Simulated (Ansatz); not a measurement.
Al3Ni2: a fit and a missing row

Al3Ni2, P-3m1, a = 4.007 Å, c = 4.862 Å. Ansatz: r2SCAN, PAW, 500 eV, Γ-centred 12×12×8 mesh on 5 atoms, Gaussian smearing 0.10 eV; no spin polarisation. Shape and atoms are relaxed at each volume; pressure is positive in compression.

```
V (Å³/atom) P (GPa)
     11.896    24.33
     12.301    16.73
     12.707    10.24
     13.112     4.71
     13.518    -0.01
     13.924    -4.04
     14.329    -7.47
     14.870        ?
```

Q: Take V0 = 13.518 Å³/atom, count pressures from its P0 = -0.01 GPa, fit the third-order Birch–Murnaghan form to the other rows, and predict the missing pressure.

A: With the Eulerian strain f = ½[(V0/V)^(2/3) − 1] and y = (P − P0)/[3f(1 + 2f)^(5/2)], the form is the line y = B0 + 1.5 B0 (B0′ − 4) f. Rows (f, y): 0.04447, 147.4; 0.03246, 146.9; 0.02105, 146.4; 0.01027, 145.6; -0.00977, 144.4; -0.01905, 143.8. Means f = 0.01324, y = 145.75; Σ(Δf)² = 0.002987, ΣΔfΔy = 0.1732; the slope is their ratio. y = 145.0 + 57.99 f GPa, so B0 = 145.0 GPa and B0′ = 4 + 2 × (57.99)/(3 × 145.0) = 4.27. At V = 14.870, f = -0.03079, y = 143.21 and P = -11.30 GPa. The run gave -11.28 GPa, so the fit is 0.02 GPa too low, within twice the rms miss on the fitted rows (0.01 GPa). The form still works here, 22 % of the fitted range beyond its end.